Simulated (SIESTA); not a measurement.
Crystal: Pt.

```
Pt
1.0
     0.00000    1.96090    1.96090
     1.96090    0.00000    1.96090
     1.96090    1.96090    0.00000
Pt
1
Cartesian
  0.0000 0.0000 0.0000
```

Base run:

* Program: SIESTA 5.4.2
* Functional: PBE
* Potentials or basis: PseudoDojo 0.4 standard (PBE files)
* Basis: DZP (energy shift 0.003 Ry; two zetas on semicore shells)
* Grid cutoff: 800 Ry
* Energy shift: 0.003 Ry
* k mesh: 12 × 12 × 12
* Occupations: fermi-dirac, width 0.05 eV
* Spin: no spin polarisation

Its results: band gap on the k mesh none (metal or under the smearing width); pressure 12.8 GPa.

Q: After a change of settings the same cell gave: band gap on the k mesh none (metal or under the smearing width); pressure 1.8 GPa. Which change was it?
A. potentials or basis from PseudoDojo 0.4 standard (PBE files) to PseudoDojo 0.4 standard (PBE files, fully relativistic); spin from no spin polarisation to non-collinear spin, zero start, spin-orbit coupling
B. functional from PBE to LDA; potentials or basis from PseudoDojo 0.4 standard (PBE files) to PseudoDojo 0.4 standard (LDA files)
C. basis from DZP (energy shift 0.003 Ry; two zetas on semicore shells) to DZP (energy shift 0.002 Ry); energy shift from 0.003 Ry to 0.002 Ry
D. functional from PBE to PBEsol; potentials or basis from PseudoDojo 0.4 standard (PBE files) to PseudoDojo 0.4 standard (PBEsol files)

A: D.

Caveats: short orbitals over semicore shells can move pressures by several GPa; the basis of atomic orbitals isn't converged, which shifts pressures, moduli and gaps.

Not every run made on this cell is shown here.
